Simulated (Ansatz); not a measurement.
# Bands of Tc

```
CELL_PARAMETERS angstrom
2.74000 0.00000 0.00000
-1.37000 2.37291 0.00000
0.00000 0.00000 4.39800
ATOMIC_POSITIONS crystal
Tc 0.33333 0.66667 0.25000
Tc 0.66667 0.33333 0.75000
```

Atoms are numbered in the order listed.

The cell is COD entry 1541062, as deposited and not checked against the literature; nothing was relaxed.

All numbers below come from Ansatz 0.2.0, DFT, PBE, all-electron LAPW, Dirac equation with spin-orbit coupling.

Sampling and basis: a Γ-centred 17×17×9 k mesh, Fermi–Dirac smearing of 0.08 eV, basis error target 1 meV/atom, no spin polarisation.

Points in fractions of the reciprocal vectors of this cell: Γ (0, 0, 0), M (0.5, 0, 0), K (0.333, 0.333, 0), A (0, 0, 0.5), L (0.5, 0, 0.5), H (0.333, 0.333, 0.5). The path runs Γ–M–K–Γ–A–L–H–A–L. Energies are in eV from the Fermi level; (×n) counts levels within 4 meV of each other, which need not be degenerate by symmetry.

Problem. List the levels at M between -20 and 10 eV.

Solution. -5.37 (×2), -4.73 (×2), -4.60 (×2), -1.91 (×2), -1.15 (×2), -0.93 (×2), -0.50 (×2), 2.94 (×2), 3.27 (×2), 3.43 (×2), 5.33 (×2), 7.12 (×2).

Problem. List the levels at Γ between -20 and 10 eV.

Solution. -7.31 (×2), -5.43 (×2), -1.66 (×2), -1.51 (×2), -1.44 (×2), -0.96 (×2), -0.72 (×2), -0.16 (×2), -0.04 (×2), 1.66 (×2), 2.47 (×2), 2.62 (×2).

Problem. List the levels at H between -20 and 10 eV.

Solution. -3.87 (×2), -3.82 (×2), -3.29 (×2), -3.27 (×2), -1.79 (×2), -1.76 (×2), -0.18 (×2), -0.01 (×2), 2.60 (×2), 2.64 (×2), 9.30 (×2), 9.41 (×2).

Problem. What is the band gap?

Solution. none: bands cross the Fermi level, a metal.
